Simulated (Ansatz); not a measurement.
Starting structure of a cell relaxation (symmetry kept):

```
CELL_PARAMETERS angstrom
2.07995 -5.99130 0.00000
2.07995 5.99130 0.00000
0.00000 0.00000 4.27932
ATOMIC_POSITIONS crystal
Pb 0.86944 0.13056 0.75000
Pb 0.13056 0.86944 0.25000
S 0.64520 0.35480 0.75000
S 0.35480 0.64520 0.25000
```

Theory: DFT PBE+D3(BJ), scalar-relativistic, plane waves, PAW (Ansatz 0.2.0).

Cutoff 420 eV; k points 8×8×6 on the computed 4-atom cell (Γ-centred); Gaussian smearing, width 0.02 eV; no spin polarisation.

Question: What does it relax to?

Answer: The volume goes down by 1.15 Å³/atom to 25.52 Å³/atom, and the energy falls by 5.8 meV/atom. Final structure:
```
CELL_PARAMETERS angstrom
2.05546 -5.81712 0.00000
2.05546 5.81712 0.00000
0.00000 0.00000 4.26841
ATOMIC_POSITIONS crystal
Pb 0.87305 0.12695 0.75000
Pb 0.12695 0.87305 0.25000
S 0.64059 0.35941 0.75000
S 0.35941 0.64059 0.25000
```

Course of the relaxation (steps run on the plane waves of an earlier cell, and the basis is chosen afresh near the end, so energy and pressure can step there; trial steps that raised the energy were taken back; energies are free energies):

```tsv
step	E − E_final (meV/atom)	largest force component (eV/Å)	P (GPa)	V (Å³/atom)
1	5.8	0.097	-1.00	26.66
2	2.2	0.078	0.90	24.89
3	0.1	0.047	0.00	25.64
4	0.3	0.069	-0.46	25.68
5	-0.1	0.007	-0.04	25.57
6	-0.1	0.001	0.00	25.52
7	0.0	0.001	0.00	25.52
```

Spin–orbit coupling is left out, which can shift energies with elements as heavy as these. An atom lies near a switch of its D3 coefficient C6 between reference coordination numbers, so the dispersion energy changes steeply there and can make or shift the minimum.

Cost: 1 run of about 1.5 core-minutes, on Arm Neoverse V2 (shared hosts).